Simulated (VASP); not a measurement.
SiO2 in VASP: the effect of strain

The system is SiO2.

```
CELL_PARAMETERS angstrom
4.77657 0.00000 0.00000
0.00000 4.77657 0.00000
0.00000 0.00000 6.90089
ATOMIC_POSITIONS crystal
Si 0.80325 0.80325 0.50000
Si 0.69675 0.30325 0.25000
Si 0.30325 0.69675 0.75000
Si 0.19675 0.19675 0.00000
O 0.76176 0.11039 0.43204
O 0.88961 0.23824 0.06796
O 0.11039 0.76176 0.56796
O 0.26176 0.38961 0.81796
O 0.23824 0.88961 0.93204
O 0.73824 0.61039 0.31796
O 0.38961 0.26176 0.18204
O 0.61039 0.73824 0.68204
```

The cell comes from a database or a generator and needn't be the stable form of this composition.

The cell isn't the ideal one: strain = -0.04.

Alike in all runs:

| Item | Value |
| --- | --- |
| Program | VASP 6.6.1 |
| Task | single point |
| Functional | PBE |
| Potentials or basis | VASP PAW PBE potentials, release 64 (Si, O) |
| Cutoff | 520 eV |
| k mesh | 5 × 5 × 3 |
| Occupations | fermi-dirac, width 0.05 eV |
| Spin | no spin polarisation |
| Strain kind | biaxial_xy |
| Further INCAR settings | ALGO = Normal; EDIFF = 1e-07; NBANDS = 44 |

Q: One run gave: gap on the mesh 5.45 eV; pressure -1.8 GPa; largest force 0.46 eV/Å. Which strain did it use?
A. 0.02
B. 0.01
C. 0
D. -0.01
E. -0.02

A: A.

```csv
strain,gap on the mesh (eV),pressure (GPa),largest force (eV/Å)
-0.04,6.16,22.4,1.79
-0.02,5.96,12.9,0.91
-0.01,5.85,8.7,0.55
0,5.73,4.9,0.27
0.01,5.60,1.4,0.26
0.02,5.45,-1.8,0.46
0.04,5.13,-7.3,0.88
```

Caveats: an odd mesh through Γ misses points on the zone boundary, where band edges often lie; forces of over 1 eV/Å show positions far from the minimum, so gaps and moduli don't describe the material at rest (some runs).
